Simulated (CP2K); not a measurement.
Crystal: SnTe.

```xyz
2
Lattice="5.1069 0.0000 0.0000 2.5535 4.4227 0.0000 2.5535 1.4742 4.1698" Properties=species:S:1:pos:R:3 pbc="T T T"
Te    2.5535    1.4742    1.0424
Sn    0.0000    0.0000    0.0000
```

Measurements of this composition are mostly on another form, of space group No. 225.

- Program: CP2K 2026.2
- Task: single point
- Functional: PBEsol
- Potentials or basis: POTENTIAL_UZH Te GTH-PBE-q6, Sn GTH-PBE-q4; TZVP-MOLOPT-PBE-GTH basis
- Density cutoff: 6123 eV
- k mesh: 7 × 7 × 7
- Occupations: fermi-dirac, width 0.05 eV
- Spin: no spin polarisation

On this cell: pressure -0.3 GPa; largest force zero by symmetry; band gap on the k mesh 0.23 eV, indirect (least direct gap 0.75 eV).

The same run follows on a disturbed copy (atoms moved at random, drawn with an rms of 0.05 Å):

```xyz
2
Lattice="5.1069 0.0000 0.0000 2.5535 4.4227 0.0000 2.5535 1.4742 4.1698" Properties=species:S:1:pos:R:3 pbc="T T T"
Te    2.5539    1.4919    1.0055
Sn    0.0097   -0.0316   -0.0303
```

**Question.** What does the disturbed cell give?

**Answer.** The energy moves by +1.7 meV/atom; pressure -0.3 GPa; largest force 0.136 eV/Å; band gap on the k mesh 0.20 eV, indirect (least direct gap 0.76 eV).

Forces in eV/Å, atoms in the order of the input:
```
Te   0.022 -0.133  0.021
Sn  -0.022  0.133 -0.021
```

Stress tensor (GPa, compression positive):
```
-0.53  0.06  0.04
 0.06  0.07 -0.21
 0.04 -0.21 -0.32
```

Caveats: the potentials were made for another functional, which shifts forces and pressure; spin-orbit coupling is left out, which moves the levels of the heavy elements; an odd mesh through Γ misses points on the zone boundary, where band edges often lie; the basis of atomic orbitals isn't converged, which shifts pressures, moduli and gaps.
